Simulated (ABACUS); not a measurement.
**CdO (Monteponite) in ABACUS: the effect of exact exchange share**

The system is CdO (Monteponite).

```
Cd O
1.0
     0.00000    2.34950    2.34950
     2.34950    0.00000    2.34950
     2.34950    2.34950    0.00000
Cd O
1 1
Direct
  0.00000 0.00000 0.00000
  0.50000 0.50000 0.50000
```

Alike in all runs:

| Quantity | Value |
| --- | --- |
| Program | ABACUS 3.10.1 |
| Task | single point |
| Potentials or basis | SG15 ONCV 1.2 PBE |
| Cutoff | 1401 eV |
| Density cutoff | 5606 eV |
| Basis | DZP LCAO (the cutoffs set its grid) |
| k mesh | 4 × 4 × 4 |
| Occupations | fermi-dirac, width 0.05 eV |
| Spin | no spin polarisation |

Question: One run gave: gap on the mesh 2.73 eV. Which exact exchange share did it use?
A. 0.25
B. 0.4
C. 0
D. 0.1

Answer: B.

```tsv
exact exchange share	functional	gap on the mesh (eV)
0	PBE	none
0.1	PBE0-type (share 0.1)	0.32
0.25	PBE0-type (share 0.25)	1.51
0.4	PBE0-type (share 0.4)	2.73
```

Caveats: all runs use coarse meshes; the atomic orbitals were generated for these runs and aren't a published set; the basis of atomic orbitals isn't converged, which shifts pressures, moduli and gaps; gaps of hybrids in this basis differ from plane-wave ones by up to 0.1 eV (some runs).

A k mesh can miss the band edges.

A gap of «none» marks a metal or a gap under the smearing width.
